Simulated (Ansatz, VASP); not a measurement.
## Two plane-wave programs on C

```xyz
2
Lattice="1.2325 0.7116 3.3656 -1.2325 0.7116 3.3656 0.0000 -1.4231 3.3656" Properties=species:S:1:pos:R:3 pbc="T T T"
C     0.0000    0.0000    8.4144
C     0.0000    0.0000    1.6822
```

Alike in both runs: functional PBE; dispersion D3(BJ); k mesh 18 × 18 × 18; no spin polarisation.

Ansatz relaxed the structure, and its values are those at the end. VASP's run is a single point on that final structure, the one shown.

|  | VASP | Ansatz |
| --- | --- | --- |
| version | VASP 6.6.1 | Ansatz 0.2.0 |
| potentials or method | VASP PAW PBE potentials, release 64 (C) | scalar-relativistic, plane waves, PAW |
| plane-wave cutoff (eV) | 520 | 420 |
| occupations | gaussian, width 0.01 eV | fixed |
| valence electrons in the cell | 8 | 8 |

Ansatz gave:

- gap on the k mesh at the Fermi level (eV): 0.64
- least direct gap on the mesh (eV): 0.64
- pressure (GPa): 0.0

Problem. Which values does VASP return?

Solution. gap on the k mesh at the Fermi level (eV): 0.64; least direct gap on the mesh (eV): 0.64; pressure (GPa): 0.4.

A k mesh can miss the band edges.
